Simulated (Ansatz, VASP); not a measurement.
Two plane-wave programs on SrO

```
Sr O
1.0
     0.00000    2.56630    2.56630
     2.56630    0.00000    2.56630
     2.56630    2.56630    0.00000
Sr O
1 1
Cartesian
  2.5663 2.5663 2.5663
  0.0000 0.0000 0.0000
```

Change from the starting cell: strain = 0.0.

Alike in both runs: task single point; functional PBE; k mesh 9 × 9 × 9; occupations fermi-dirac, width 0.05 eV; no spin polarisation.

|  | VASP | Ansatz |
| --- | --- | --- |
| version | VASP 6.6.1 | Ansatz 0.2.0 |
| potentials or method | VASP PAW PBE potentials, release 64 (Sr_sv, O) | Ansatz PAW |
| plane-wave cutoff (eV) | 520 | 420 |
| valence electrons in the cell | 16 | 16 |

Ansatz gave:

- gap on the k mesh at the Fermi level (eV): 3.37
- least direct gap on the mesh (eV): 3.45
- pressure (GPa): 3.3

**Question.** What did VASP give for the same quantities?

**Answer.** gap on the k mesh at the Fermi level (eV): 3.32; least direct gap on the mesh (eV): 3.41; pressure (GPa): 3.9.

Caveats: an odd mesh through Γ misses points on the zone boundary, where band edges often lie (VASP); odd divisions of the mesh miss points on the zone boundary, where band edges often lie, so the gap on the mesh can be too wide (Ansatz); the pressure holds a Pulay correction of +0.4 GPa for the finite cutoff (Ansatz).
